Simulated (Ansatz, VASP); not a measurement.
Pt: VASP beside Ansatz

The input INCAR:

```
SYSTEM = Pt
  PREC = Accurate
  ENCUT = 520
  EDIFF = 1E-7
  ISMEAR = -1
  SIGMA = 0.05
  LREAL = .False.
  LASPH = .True.
  NELM = 100
  ALGO = Normal
  ISIF = 2
  LWAVE = .False.
  LCHARG = .True.
  GGA = PS
  LELF = .True.
  LVHAR = .True.
  NBANDS = 11
```

KPOINTS

```
Automatic mesh
0
Gamma
  12 12 12
  0 0 0
```

File POSCAR:

```
Pt
1.0
   -1.5179230000      1.6125670000      1.5726580000
    1.5843750000     -1.5912150000      1.6177570000
    1.5235780000      1.5968700000     -1.5513060000
Pt
1
Direct
   -0.0123120000     -0.0088610000     -0.0124860000
```

Contents of input.yaml:

```yaml
crystal:
  lattice:
    - [-1.517923, 1.612567, 1.572658]
    - [1.584375, -1.591215, 1.617757]
    - [1.523578, 1.59687, -1.551306]
  atoms:
    - { symbol: Pt, position: [-0.012312, -0.008861, -0.012486] }
hamiltonian:
  xc: pbesol
  pseudopotentials: { kind: paw }
kpoints:
  mp_grid: { grid: [12, 12, 12] }
scf:
  occupations: { method: fermi_dirac, width: 0.05 }
output:
  forces: true
  stress: true
  eigenvalues: true
```

Change from the starting cell: cell strained at random at fixed volume.

Alike in both runs: task single point; functional PBEsol; k mesh 12 × 12 × 12; occupations fermi-dirac, width 0.05 eV; no spin polarisation.

|  | VASP | Ansatz |
| --- | --- | --- |
| version | VASP 6.6.1 | Ansatz 0.2.0 |
| potentials or method | VASP PAW PBE potentials, release 64 (Pt) | Ansatz PAW |
| plane-wave cutoff (eV) | 520 | 420 |
| valence electrons in the cell | 10 | 18 |

```tsv
	VASP	Ansatz	Ansatz less VASP
gap on the k mesh at the Fermi level (eV)	none	none	-
pressure (GPa)	-11.1	-10.7	+0.37
largest component of the traceless stress (GPa)	5.71	5.75	+0.034
```

A gap of «none» marks a metal or a gap that the smearing closes. The two sets of potentials don't hold the same shells in valence.

Caveats: the PAW data sets were made with another functional, which shifts forces and pressure a little (VASP); the PAW data sets come from PBE, with cores solved anew for the run's functional, which leaves a small shift of forces and pressure (Ansatz). The runs have no spin-orbit coupling, so splittings on Pt are missing.
